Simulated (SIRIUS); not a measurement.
SiC: single point with PBE

SiC:

```
CELL_PARAMETERS angstrom
3.07569 0.00000 0.00000
-1.53785 2.66363 0.00000
0.00000 0.00000 10.07065
ATOMIC_POSITIONS crystal
Si 0.00000 0.00000 0.18789
Si 0.00000 0.00000 0.68789
Si 0.33333 0.66667 0.43784
Si 0.66667 0.33333 0.93784
C 0.00000 0.00000 0.00046
C 0.00000 0.00000 0.50046
C 0.33333 0.66667 0.24980
C 0.66667 0.33333 0.74980
```

The cell is a database's computed one.

```yaml
Program: SIRIUS 7.10.0
Task: single point
Functional: PBE
Potentials_or_basis: PseudoDojo 0.4.1 PBE standard (scalar relativistic)
Cutoff: 1127 eV
Density_cutoff: 4507 eV
k_mesh: 10 × 10 × 3
Occupations: fermi-dirac, width 0.05 eV
Spin: no spin polarisation
Libxc_names: "[\"XC_GGA_X_PBE\", \"XC_GGA_C_PBE\"]"
Energy_tol: 1e-08 Ha
Density_tol: 1e-06
Mixer: anderson
Mixing_beta: 0.7
Max_scf: 100
Radial_cutoff_for_the_potentials'_integrals: 6.5 bohr
```

- Pressure: 3.9 GPa
- Largest force: 0.008 eV/Å
- Band gap on the k mesh: 2.23 eV

Forces on the atoms (eV/Å):
```
Si   0.000  0.000  0.000
Si   0.000  0.000  0.000
Si   0.000  0.000 -0.006
Si   0.000  0.000 -0.006
C    0.000  0.000 -0.002
C    0.000  0.000 -0.002
C    0.000  0.000  0.008
C    0.000  0.000  0.008
```

Stress tensor (GPa, compression positive):
```
3.94 0.00 0.00
0.00 3.94 0.00
0.00 0.00 3.81
```

Run time: 3.2 min on 1 thread of Arm Neoverse V2, on a shared host, peak memory 0.75 GiB.

Caveat: an odd mesh through Γ misses points on the zone boundary, where band edges often lie.
